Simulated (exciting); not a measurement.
Input of an exciting (release sodium) run:

input.xml

```xml
<input>
  <title>W</title>
  <structure speciespath="./" tshift="false">
    <crystal scale="1">
      <basevect>-2.990198684671 2.990198684671 2.990198684671</basevect>
      <basevect>2.990198684671 -2.990198684671 2.990198684671</basevect>
      <basevect>2.990198684671 2.990198684671 -2.990198684671</basevect>
    </crystal>
    <species speciesfile="W.xml" rmt="2.3">
      <atom coord="0.000000000000 0.000000000000 0.000000000000"/>
    </species>
  </structure>
  <groundstate do="fromscratch" ngridk="12 12 12" rgkmax="9" gmaxvr="14" lmaxapw="10" lmaxmat="10" lmaxvr="8" xctype="GGA_PBE" stype="Gaussian" swidth="0.00080849" nempty="12" ValenceRelativity="iora*" epsengy="1e-05" epspot="1e-05" maxscl="60" tforce="true" outputlevel="normal"/>
  <properties>
    <chargedensityplot>
      <plot3d>
        <box grid="14 14 14">
          <origin coord="0 0 0"/>
          <point coord="1 0 0"/>
          <point coord="0 1 0"/>
          <point coord="0 0 1"/>
        </box>
      </plot3d>
    </chargedensityplot>
    <elfplot>
      <plot3d>
        <box grid="14 14 14">
          <origin coord="0 0 0"/>
          <point coord="1 0 0"/>
          <point coord="0 1 0"/>
          <point coord="0 0 1"/>
        </box>
      </plot3d>
    </elfplot>
    <exccplot>
      <plot3d>
        <box grid="14 14 14">
          <origin coord="0 0 0"/>
          <point coord="1 0 0"/>
          <point coord="0 1 0"/>
          <point coord="0 0 1"/>
        </box>
      </plot3d>
    </exccplot>
  </properties>
</input>
```

Potentials or basis: all-electron LAPW+lo, shipped species files, valence relativity iora*.

Launch:

```sh
$ OMP_NUM_THREADS=1 exciting_smp
```

**Question.** Estimate the band gap on the k mesh.

**Answer.** None (metal or under the smearing width).

The run has no spin-orbit coupling, so splittings on W are missing.
